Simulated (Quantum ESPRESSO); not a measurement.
# 2H-WS2, 1 layer, stepped through biaxial strain, part 2 of 6

What law, if any, do the results for 2H-WS2, 1 layer follow against biaxial strain?

Quantum ESPRESSO 7.5; plane-wave DFT, PBE, GBRV ultrasoft pseudopotentials.

So far. Step 2 (Variable-cell relaxation of the reference):  The last row is no step: it is a fresh SCF in the final cell with a new plane-wave basis, -0 meV from the row before.

## 3. Relaxing the ions, -4 %

m0.relax.in

```
&control
  prefix = 'm0.relax'
  outdir = './out'
  pseudo_dir = './pseudo'
  nstep = 40
  forc_conv_thr = 0.0003
  calculation = 'relax'
  tstress = .true.
/
&system
  ibrav = 0
  nat = 3
  ntyp = 2
  ecutwfc = 50
  ecutrho = 250
  occupations = 'smearing'
  smearing = 'fd'
  degauss = 0.002
/
&electrons
  conv_thr = 1e-09
  mixing_beta = 0.4
  electron_maxstep = 120
  mixing_mode = 'plain'
/
&ions
/
ATOMIC_SPECIES
  S   32.0600  s_pbe_v1.4.uspp.F.UPF
  W   183.8400  w_pbe_v1.2.uspp.F.UPF
CELL_PARAMETERS angstrom
  3.05871150624000 0.00000000000000 0.00000000000000
  -1.52935575264000 2.64892186752000 0.00000000000000
  0.00000000000000 0.00000000000000 18.47562023200000
ATOMIC_POSITIONS crystal
  S   0.333333333300 0.666666666700 0.414857061600
  W   0.000000000000 0.000000000000 0.500000000000
  S   0.333333333300 0.666666666700 0.585142938400
K_POINTS automatic
  12 12 1 0 0 0
```

On the command line:

```
> OMP_NUM_THREADS=1 mpirun -n 4 pw.x -nk 4 -in m0.relax.in > m0.relax.out
```

The log of the run:

```text
[banner, memory and clock lines left out]
Program PWSCF v.7.5 starts
[citation notice left out]

[...]
Message from routine setup:
[...]
bravais-lattice index     =            0
     lattice parameter (alat)  =       5.7801  a.u.
     unit-cell volume          =    1010.1905 (a.u.)^3
     number of atoms/cell      =            3
     number of atomic types    =            2
     number of electrons       =        26.00
     number of Kohn-Sham states=           17
     kinetic-energy cutoff     =      50.0000  Ry
     charge density cutoff     =     250.0000  Ry
     scf convergence threshold =      1.0E-09
     mixing beta               =       0.4000
     number of iterations used =            8  plain     mixing
     energy convergence thresh.=      1.0E-04
     force convergence thresh. =      3.0E-04
     Exchange-correlation= SLA  PW   PBE  PBE
                           (   1   4   3   4   0   0   0)
     nstep                     =           40

[...]
PseudoPot. # 1 for S  read from file:
     ./pseudo/s_pbe_v1.4.uspp.F.UPF
     Pseudo is Ultrasoft + core correction, Zval =  6.0
     Generated by new atomic code, or converted to UPF format
     Using radial grid of  907 points,  6 beta functions with:
                l(1) =   0
                l(2) =   0
                l(3) =   1
                l(4) =   1
                l(5) =   2
                l(6) =   2
     Q(r) pseudized with  8 coefficients,  rinner =    1.300   1.300   1.300
                                                       1.300   1.300

     PseudoPot. # 2 for W  read from file:
     ./pseudo/w_pbe_v1.2.uspp.F.UPF
     Pseudo is Ultrasoft + core correction, Zval = 14.0
     Generated by new atomic code, or converted to UPF format
     Using radial grid of  923 points,  8 beta functions with:
                l(1) =   0
                l(2) =   0
                l(3) =   0
                l(4) =   1
                l(5) =   1
                l(6) =   2
                l(7) =   2
                l(8) =   3
     Q(r) pseudized with  6 coefficients,  rinner =    1.350   1.350   1.350
                                                       1.350   1.350   1.350
                                                       1.350

     atomic species   valence    mass     pseudopotential
     S                 6.00    32.06000     S ( 1.00)
     W                14.00   183.84000     W ( 1.00)

     12 Sym. Ops. (no inversion) found

[...]
number of k points=    19  Fermi-Dirac smearing, width (Ry)=  0.0020
[...]
Dense  grid:    67657 G-vectors     FFT dimensions: (  30,  30, 180)

     Smooth grid:    48055 G-vectors     FFT dimensions: (  25,  25, 160)

     Check: negative core charge=   -0.000002

     Initial potential from superposition of free atoms

     starting charge      25.8996, renormalised to      26.0000

     negative rho (up, down):  6.060E-02 0.000E+00
     Starting wfcs are   21 randomized atomic wfcs

     per-process dynamical memory:    59.4 Mb

     Self-consistent Calculation

     iteration #  1     ecut=    50.00 Ry     beta= 0.40
     Davidson diagonalization with overlap
     ethr =  1.00E-02,  avg # of iterations =  2.9

     Threshold (ethr) on eigenvalues was too large:
     Diagonalizing with lowered threshold

     Davidson diagonalization with overlap
     ethr =  2.95E-04,  avg # of iterations =  2.7

     negative rho (up, down):  6.185E-02 0.000E+00

     total energy              =    -207.49450694 Ry
     estimated scf accuracy    <       0.09851519 Ry

     iteration #  2     ecut=    50.00 Ry     beta= 0.40
[...]
negative rho (up, down):  6.321E-02 0.000E+00

[...]
total energy              =    -207.50116542 Ry
     estimated scf accuracy    <       0.01254630 Ry

     iteration #  3     ecut=    50.00 Ry     beta= 0.40
[...]
negative rho (up, down):  6.379E-02 0.000E+00

[...]
total energy              =    -207.50316106 Ry
     estimated scf accuracy    <       0.00476976 Ry

     iteration #  4     ecut=    50.00 Ry     beta= 0.40
[...]
negative rho (up, down):  6.482E-02 0.000E+00

[...]
total energy              =    -207.50370081 Ry
     estimated scf accuracy    <       0.00133037 Ry

     iteration #  5     ecut=    50.00 Ry     beta= 0.40
[...]
negative rho (up, down):  6.495E-02 0.000E+00

[...]
total energy              =    -207.50386262 Ry
     estimated scf accuracy    <       0.00020755 Ry

     iteration #  6     ecut=    50.00 Ry     beta= 0.40
[...]
negative rho (up, down):  6.490E-02 0.000E+00

[...]
total energy              =    -207.50390486 Ry
     estimated scf accuracy    <       0.00000275 Ry

     iteration #  7     ecut=    50.00 Ry     beta= 0.40
[...]
negative rho (up, down):  6.487E-02 0.000E+00

[...]
total energy              =    -207.50390564 Ry
     estimated scf accuracy    <       0.00000644 Ry

     iteration #  8     ecut=    50.00 Ry     beta= 0.40
[...]
negative rho (up, down):  6.482E-02 0.000E+00

[...]
total energy              =    -207.50390703 Ry
     estimated scf accuracy    <       0.00000005 Ry

     iteration #  9     ecut=    50.00 Ry     beta= 0.40
[...]
negative rho (up, down):  6.481E-02 0.000E+00

[...]
total energy              =    -207.50390706 Ry
     estimated scf accuracy    <       0.00000005 Ry

     iteration # 10     ecut=    50.00 Ry     beta= 0.40
[...]
negative rho (up, down):  6.481E-02 0.000E+00

[...]
total energy              =    -207.50390706 Ry
     estimated scf accuracy    <          6.8E-09 Ry

     iteration # 11     ecut=    50.00 Ry     beta= 0.40
[...]
negative rho (up, down):  6.481E-02 0.000E+00

[...]
End of self-consistent calculation

          k = 0.0000 0.0000 0.0000 (  6079 PWs)   bands (ev):

   -73.5051 -37.8685 -37.5684 -37.5684 -14.9733 -13.2173  -6.5374  -2.4894
    -2.4894  -2.1544  -1.1067  -1.1067  -0.0889   3.5611   3.5611   3.6906
     3.6906

          k = 0.0000 0.0962 0.0000 (  6071 PWs)   bands (ev):

[...]
atom    2 type  2   force =     0.00000000    0.00000000    0.00000000
     atom    3 type  1   force =     0.00000000    0.00000000    0.02153616

     Total force =     0.030457     Total SCF correction =     0.000011

     Computing stress (Cartesian axis) and pressure

     negative rho (up, down):  6.485E-02 0.000E+00
          total   stress  (Ry/bohr**3)                   (kbar)     P=       41.01
   0.00035638  -0.00000000   0.00000000           52.42       -0.00        0.00
  -0.00000000   0.00035638   0.00000000           -0.00       52.42        0.00
  -0.00000000   0.00000000   0.00012366           -0.00        0.00       18.19

     Energy error            =      2.4E-03 Ry
     Gradient error          =      2.2E-02 Ry/Bohr

     number of scf cycles    =   2
     number of bfgs steps    =   1

     energy             old  =    -207.5039070612 Ry
     energy             new  =    -207.5063191401 Ry

     CASE: energy            _new < energy            _old

     new trust radius        =       0.0435419045 bohr
     new conv_thr            =       0.0000000002 Ry

ATOMIC_POSITIONS (crystal)
S                0.3333333333        0.6666666667        0.4124761891
W                0.0000000000        0.0000000000        0.5000000000
S                0.3333333333        0.6666666667        0.5875238109

[...]
NEW-OLD atomic charge density approx. for the potential

     Check: negative core charge=   -0.000002

     negative rho (up, down):  6.489E-02 0.000E+00

     per-process dynamical memory:    64.9 Mb

     Self-consistent Calculation

     iteration #  1     ecut=    50.00 Ry     beta= 0.40
     Davidson diagonalization with overlap
     ethr =  1.00E-06,  avg # of iterations =  7.5

     negative rho (up, down):  6.488E-02 0.000E+00

     total energy              =    -207.50726332 Ry
     estimated scf accuracy    <       0.00032661 Ry

[...]
iteration # 10     ecut=    50.00 Ry     beta= 0.40
[...]
negative rho (up, down):  6.489E-02 0.000E+00

[...]
End of self-consistent calculation

[...]
the Fermi energy is     1.0779 ev

!    total energy              =    -207.50736849 Ry
     estimated scf accuracy    <          1.7E-10 Ry
     smearing contrib. (-TS)   =      -0.00000000 Ry
     internal energy E=F+TS    =    -207.50736849 Ry

     The total energy is F=E-TS. E is the sum of the following terms:
     one-electron contribution =   -1045.78341685 Ry
     hartree contribution      =     523.52790780 Ry
     xc contribution           =     -58.31690371 Ry
     ewald contribution        =     373.06504426 Ry

     convergence has been achieved in  10 iterations

     negative rho (up, down):  6.489E-02 0.000E+00

     Forces acting on atoms (cartesian axes, Ry/au):

     atom    1 type  1   force =     0.00000000    0.00000000   -0.00276027
     atom    2 type  2   force =     0.00000000    0.00000000    0.00000000
     atom    3 type  1   force =     0.00000000    0.00000000    0.00276027

     Total force =     0.003904     Total SCF correction =     0.000042

     Computing stress (Cartesian axis) and pressure

     negative rho (up, down):  6.489E-02 0.000E+00
          total   stress  (Ry/bohr**3)                   (kbar)     P=       31.38
   0.00031405  -0.00000000   0.00000000           46.20       -0.00        0.00
  -0.00000000   0.00031405  -0.00000000           -0.00       46.20       -0.00
   0.00000000  -0.00000000   0.00001183            0.00       -0.00        1.74

     Energy error            =      1.0E-03 Ry
     Gradient error          =      2.8E-03 Ry/Bohr

     number of scf cycles    =   3
     number of bfgs steps    =   2

     energy             old  =    -207.5063191401 Ry
     energy             new  =    -207.5073684919 Ry

     CASE: energy            _new < energy            _old

     new trust radius        =       0.0064011539 bohr
     new conv_thr            =            9.2E-11 Ry

ATOMIC_POSITIONS (crystal)
S                0.3333333333        0.6666666667        0.4122928478
W                0.0000000000        0.0000000000        0.5000000000
S                0.3333333333        0.6666666667        0.5877071522

[...]
NEW-OLD atomic charge density approx. for the potential

     Check: negative core charge=   -0.000002

     negative rho (up, down):  6.489E-02 0.000E+00

     per-process dynamical memory:    64.9 Mb

     Self-consistent Calculation

     iteration #  1     ecut=    50.00 Ry     beta= 0.40
     Davidson diagonalization with overlap
     ethr =  1.00E-06,  avg # of iterations =  3.9

     Threshold (ethr) on eigenvalues was too large:
     Diagonalizing with lowered threshold

     Davidson diagonalization with overlap
     ethr =  2.04E-08,  avg # of iterations =  4.0

     negative rho (up, down):  6.489E-02 0.000E+00

     total energy              =    -207.50738448 Ry
     estimated scf accuracy    <       0.00000709 Ry

[...]
iteration #  8     ecut=    50.00 Ry     beta= 0.40
[...]
negative rho (up, down):  6.489E-02 0.000E+00

[...]
End of self-consistent calculation

          k = 0.0000 0.0000 0.0000 (  6079 PWs)   bands (ev):

   -73.5274 -37.8610 -37.5553 -37.5553 -14.7585 -13.1901  -6.4121  -2.2400
    -2.1674  -2.1674  -0.8378  -0.8378  -0.2417   3.5745   3.5745   3.5830
     3.5830

          k = 0.0000 0.0962 0.0000 (  6071 PWs)   bands (ev):

   -73.5255 -37.8549 -37.5895 -37.5632 -14.6267 -13.1340  -6.2496  -2.5075
    -2.4804  -2.0355  -1.0498  -0.8596  -0.2462   3.1900   3.4594   3.4614
     3.8076

[...]
the Fermi energy is     1.0648 ev

!    total energy              =    -207.50738677 Ry
     estimated scf accuracy    <          3.9E-12 Ry
     smearing contrib. (-TS)   =      -0.00000000 Ry
     internal energy E=F+TS    =    -207.50738677 Ry

     The total energy is F=E-TS. E is the sum of the following terms:
     one-electron contribution =   -1044.82254293 Ry
     hartree contribution      =     523.04962035 Ry
     xc contribution           =     -58.31094739 Ry
     ewald contribution        =     372.57648321 Ry

     convergence has been achieved in   8 iterations

     negative rho (up, down):  6.489E-02 0.000E+00

     Forces acting on atoms (cartesian axes, Ry/au):

     atom    1 type  1   force =     0.00000000    0.00000000   -0.00009681
     atom    2 type  2   force =    -0.00000000   -0.00000000    0.00000000
     atom    3 type  1   force =     0.00000000    0.00000000    0.00009681

     Total force =     0.000137     Total SCF correction =     0.000002

     Computing stress (Cartesian axis) and pressure

     negative rho (up, down):  6.489E-02 0.000E+00
          total   stress  (Ry/bohr**3)                   (kbar)     P=       30.01
   0.00030812  -0.00000000  -0.00000000           45.33       -0.00       -0.00
  -0.00000000   0.00030812   0.00000000           -0.00       45.33        0.00
   0.00000000  -0.00000000  -0.00000431            0.00       -0.00       -0.63

     Energy error            =      1.8E-05 Ry
     Gradient error          =      9.7E-05 Ry/Bohr

     bfgs converged in   4 scf cycles and   3 bfgs steps
     (criteria: energy <  1.0E-04 Ry, force <  3.0E-04 Ry/Bohr)

     End of BFGS Geometry Optimization

     Final energy             =    -207.5073867687 Ry

     File ./out/m0.relax.bfgs deleted, as requested
Begin final coordinates

ATOMIC_POSITIONS (crystal)
S                0.3333333333        0.6666666667        0.4122928478
W                0.0000000000        0.0000000000        0.5000000000
S                0.3333333333        0.6666666667        0.5877071522
End final coordinates

[...]
```

The job ended after 3.8 min (4 MPI ranks of Intel Xeon at 2.50GHz (Skylake/Cascade Lake), shared host; peak memory 0.75 GiB; 10 min of CPU time).

Relaxation path:

| step | energy less that of the first step (eV) | largest force (eV/Å) |
| --- | --- | --- |
| 1 | 0.0000 | 1.0177 |
| 2 | -0.0328 | 0.5537 |
| 3 | -0.0471 | 0.0710 |
| 4 | -0.0473 | 0.0025 |

The atoms that moved most (Å):

| atom | dx | dy | dz | length |
| --- | --- | --- | --- | --- |
| S1 | 0.000 | 0.000 | -0.047 | 0.047 |
| S3 | 0.000 | 0.000 | 0.047 | 0.047 |

The relaxed structure:

```xyz
3
Lattice="3.0587 0.0000 0.0000 -1.5294 2.6489 0.0000 0.0000 0.0000 18.4756" Properties=species:S:1:pos:R:3
S     0.0000    1.7659    7.6174
W     0.0000    0.0000    9.2378
S     0.0000    1.7659   10.8583
```

The relaxation lowers the energy by 16 meV an atom.

Numbers from this step:

- free energy: -2823.2818 eV
- Fermi energy: 1.065 eV

(Continued in part 3 of 6.)

[Logs are printed without paths, hosts, clocks, repeated set-up lines and the standing remarks that a program may print on its own settings, such as how far it seeks lower states.]

[Hosts, paths, dates, database ids (printed as entryN), source tags and the programs' standing remarks are cut or masked in the printed files.]

[Maps of the electrostatic potential energy from Ansatz leave out the sawtooth potential of an applied field or a dipole correction, so their vacuum need not be flat; planar profiles and work functions include it.]
